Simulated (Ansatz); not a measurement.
MgTe in the zincblende structure at its r2SCAN geometry, run in Ansatz at 3 levels of theory. These are computed values for a non-magnetic cell that may be hypothetical; none is a measurement.

The PBE+SOC input:
```yaml
crystal:
  lattice:
    - [0.0, 3.2331115455, 3.2331115455]
    - [3.2331115455, 0.0, 3.2331115455]
    - [3.2331115455, 3.2331115455, 0.0]
  atoms:
    - { symbol: Mg, position: [0.0, 0.0, 0.0] }
    - { symbol: Te, position: [0.25, 0.25, 0.25] }
kpoints:
  mp_grid: { grid: [8, 8, 8] }
  band_path:
    path:
      - [0.0, 0.0, 0.0]
      - [-0.5, -0.5, 0.0]
      - [-0.375, -0.375, 0.25]
      - [-0.375, 0.0, 0.375]
      - [0.0, 0.0, 0.5]
      - [-0.5, -0.25, 0.25]
    npoints: 1
hamiltonian:
  xc: pbe
scf:
  occupations: { method: fixed }
  n_extra_bands: 8
magnetization:
  noncollinear: true
  spin_orbit: true
output:
  forces: true
  stress: true
  eigenvalues: true
```

Main results, then, where recorded, the levels near the gap in eV from the Fermi energy (columns number the bands from 0), one row a point of the path (Γ, X, U, K, L, W):
```
Crystal: 2 atoms, lattice volume = 67.591 Å³
Symmetry: 24 space group operations + 24 with time reversal
Magnetic group: BNS 216.75 (UNI 1577)
```
```
Basis set: ecut = 420 eV, 1363 PW (Γ)
k-points: 29 of 512 (time reversal used)
SCF converged after 7 iterations
Free energy (F): -8908.265703 eV
Fermi energy:    4.555886 eV
--- Stress (GPa, compression-positive) ---
        0.719783       0.000000       0.000000
        0.000000       0.719783       0.000000
        0.000000       0.000000       0.719783
  P = ⅓ Tr σ = 0.7198 GPa (7.198 kbar)
```
```tsv
band_16	band_17	band_18	band_19	band_20	band_21	band_22	band_23	band_24	band_25	band_26	band_27	band_28	band_29	band_30	band_31
-34.698	-34.698	-10.429	-10.429	-0.842	-0.842	0.000	0.000	0.000	0.000	2.153	2.153	5.206	5.206	5.206	5.206
-34.697	-34.697	-9.642	-9.642	-3.342	-3.342	-1.635	-1.635	-1.235	-1.235	2.588	2.588	3.279	3.279	9.043	9.043
-34.697	-34.697	-9.655	-9.655	-3.211	-2.982	-2.378	-2.059	-1.196	-1.164	3.187	3.203	4.873	5.013	7.503	7.521
-34.697	-34.697	-9.655	-9.655	-3.211	-2.982	-2.378	-2.059	-1.196	-1.164	3.187	3.203	4.873	5.013	7.503	7.521
-34.697	-34.697	-9.842	-9.842	-3.499	-3.499	-0.937	-0.937	-0.438	-0.438	2.955	2.955	5.263	5.263	5.271	5.271
-34.697	-34.697	-9.636	-9.635	-3.140	-2.808	-2.429	-1.952	-1.677	-1.616	4.287	4.303	5.255	5.479	5.922	5.930
```

With PBE+SOC the gap is 2.15 eV and direct, at Γ.

**Question.** Another run on the same cell gave
```
Basis set: ecut = 420 eV, 1363 PW (Γ)
k-points: 16 of 216 (time reversal used)
hybrid outer 1: dexx = +3.197e-3 eV, tail = 6.62e-5 eV
hybrid outer 2: dexx = +1.426e-7 eV, tail = 1.54e-8 eV, Δε = 2.56e-3 eV
hybrid SCF converged: 2 outer / 9 inner (+2 warm-up)
Free energy (F): -8910.482591 eV
Fermi energy:    3.754212 eV
--- Stress (GPa, compression-positive) ---
       -0.046277       0.000000       0.000000
        0.000000      -0.046277       0.000000
        0.000000       0.000000      -0.046277
  P = ⅓ Tr σ = -0.0463 GPa (-0.463 kbar)
```
```tsv
band_8	band_9	band_10	band_11	band_12	band_13	band_14	band_15
-37.282	-11.135	0.000	0.000	0.000	3.267	6.376	6.376
-37.281	-10.230	-3.296	-1.278	-1.278	3.567	4.337	10.771
-37.281	-10.245	-3.020	-2.081	-1.029	4.224	6.094	8.932
-37.281	-10.245	-3.020	-2.081	-1.029	4.224	6.094	8.932
-37.281	-10.461	-3.483	-0.453	-0.453	4.056	6.413	6.413
-37.281	-10.222	-2.897	-2.019	-1.540	5.352	6.619	7.160
```
Which level of theory and mesh gave it?

**Answer.** It is HSE06, judged by the exchange loop and the size of the gap (a near hybrid could fit too), on 6×6×6; the blocks that differ from the first input, but for the band path:
```yaml
kpoints:
  mp_grid: { grid: [6, 6, 6] }
hamiltonian:
  xc: hse06
scf:
  occupations: { method: fixed }
  n_extra_bands: 4
```
(magnetization left out)
HSE06 gives a direct gap of 3.27 eV at Γ. The mean stress, 0.0 GPa, is small, and the program warns that its thresholds are loose for a hybrid's stress.

**Question.** In the first input these blocks are replaced (the band path and keys that only write files left aside):
```yaml
kpoints:
  mp_grid: { grid: [6, 6, 6] }
hamiltonian:
  xc: pbe0
scf:
  occupations: { method: fixed }
  n_extra_bands: 4
```
(magnetization left out)
What comes out?

**Answer.**
```
Basis set: ecut = 420 eV, 1363 PW (Γ)
k-points: 16 of 216 (time reversal used)
hybrid outer 1: dexx = +5.119e-3 eV, tail = 8.31e-5 eV
hybrid outer 2: dexx = +2.951e-7 eV, tail = 2.38e-8 eV, Δε = 4.62e-3 eV
hybrid SCF converged: 2 outer / 9 inner (+2 warm-up)
Free energy (F): -8909.794713 eV
Fermi energy:    3.408041 eV
--- Stress (GPa, compression-positive) ---
       -0.072186       0.000000       0.000000
        0.000000      -0.072186       0.000000
        0.000000       0.000000      -0.072186
  P = ⅓ Tr σ = -0.0722 GPa (-0.722 kbar)
```
```tsv
band_8	band_9	band_10	band_11	band_12	band_13	band_14	band_15
-37.348	-11.212	0.000	0.000	0.000	3.904	7.082	7.082
-37.348	-10.300	-3.368	-1.307	-1.307	4.221	5.018	11.503
-37.348	-10.315	-3.087	-2.139	-1.054	4.892	6.798	9.653
-37.348	-10.315	-3.087	-2.139	-1.054	4.892	6.798	9.653
-37.348	-10.533	-3.564	-0.464	-0.464	4.727	7.114	7.114
-37.348	-10.292	-2.959	-2.075	-1.585	6.033	7.347	7.871
```
With PBE0 the gap is 3.90 eV and direct, at Γ. The mean stress, -0.1 GPa, is small, and the program warns that its thresholds are loose for a hybrid's stress.

The hybrids run on coarser meshes, which limits their stresses and small splittings of levels.

Totals of different functionals, or with and without spin-orbit coupling, can't be compared.

Only the levels marked +SOC include spin-orbit coupling.
